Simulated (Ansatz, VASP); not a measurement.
## One calculation of Tl, two programs

```
Tl
1.0
     3.17196    0.00000    0.00000
     0.00000    3.17196    0.00000
     0.00000    0.00000    3.17196
Tl
1
Direct
  0.00000 0.00000 0.00000
```

Alike in both runs: task single point; functional revPBE; k mesh 11 × 11 × 11; occupations fermi-dirac, width 0.1 eV; no spin polarisation.

|  | VASP | Ansatz |
| --- | --- | --- |
| version | VASP 6.6.1 | Ansatz 0.2.0 |
| potentials or method | VASP PAW PBE potentials, release 64 (Tl_d) | plane waves (420 eV) with PAW, scalar-relativistic |
| plane-wave cutoff (eV) | 520 | 420 |
| valence electrons in the cell | 13 | 13 |

```tsv
	VASP	Ansatz	Ansatz less VASP
pressure (GPa)	3.2	3.3	+0.06
```

Caveats: the PAW data sets were made with another functional, which shifts forces and pressure a little (VASP). Spin-orbit coupling is left out, which matters for the levels of Tl.
